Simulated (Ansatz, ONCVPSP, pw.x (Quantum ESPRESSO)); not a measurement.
## magnesium (Mg): one change to the ONCV potential, in the atom and in the fcc crystal

Mg, optimised norm-conserving Vanderbilt (ONCV), made with ONCVPSP 4.0.1 (PBE, scalar-relativistic). Core [Ne], reference 3s2. Waves: 3s: rc 2.20 bohr, ncon 4, nbas 9, qcut 3.7 1/bohr, 2 projectors, debl 3.4 Ha; p scattering state at 0.11 Ha: rc 1.80 bohr, ncon 4, nbas 9, qcut 4.6 1/bohr, 1 projector. Local part: polynomial inside 1.60 bohr (lpopt 5, dvloc0 3 Ha). Core correction: Teter function, fcfact 3.75, rcfact 1.5.

Change: local potential polynomial inside 1.60 bohr (lpopt 5, dvloc0 1.5 Ha).

Cutoffs, loose and tight: the cutoffs (Ha) at which the residual kinetic energy of the hardest occupied pseudo-wave falls to 1 and 0.1 mHa per electron. They do not see the model core or the augmentation charge, which bear on the density cutoff. Test errors are all-electron minus pseudo excitation energies from the reference, over the configurations 3s1; 3s1.5; 3s1 3p1; 3s0 3p2; variants that change the core or the reference have their own tests.

Crystal test: fcc Mg in pw.x 7.5, no spin, 13³ k-points, Fermi–Dirac smearing 0.01 Ry, cutoffs set for each file from its atomic test. The reference is all-electron LAPW (Ansatz 0.2.0) with the same functional, mesh and smearing; V0 and B0 come from Birch–Murnaghan fits to the pressures at five volumes. Errors are pseudo minus all-electron; Δ is the rms difference of the E(V) curves that follow from these fits, minima aligned, over ±6 % about the mean V0. Mesh and smearing are coarse, so the numbers serve the comparison and aren't converged zero-temperature values; the lattice is a test structure that the element need not adopt.

All-electron: a0 = 4.524 Å (V0 = 23.15 Å³/atom), B0 = 35.0 GPa.

Task: Does the change bring the crystal closer to the all-electron result?

Result: The mean pressure error goes from -0.28 to -0.52 GPa, so the change moves the solid further from the all-electron pressures.

| quantity | base | changed |
| --- | --- | --- |
| outcome (atom) | generated | generated |
| cutoff, loose (atom) | 4.0 Ha | 4.0 Ha |
| cutoff, tight (atom) | 5.4 Ha | 5.4 Ha |
| bound ghosts (atom) | none | none |
| largest test error (meV) (atom) | -6.6 | -6.6 |
| cutoffs in pw.x (Ry) | 50/200 | 50/200 |
| a0 (Å) | 4.513 | 4.503 |
| a0 error (%) | -0.26 | -0.47 |
| B0 error (%) | +7.2 | +8.1 |
| Δ (meV/atom) | 1.4 | 2.6 |
| mean pressure error (GPa) | -0.28 | -0.52 |

Base: The cutoffs count occupied waves only; projector 1 of the p channel, the hardest unoccupied one, needs 10 Ha at the loose tolerance. Changed file: The cutoffs count occupied waves only; projector 1 of the p channel, the hardest unoccupied one, needs 10 Ha at the loose tolerance.
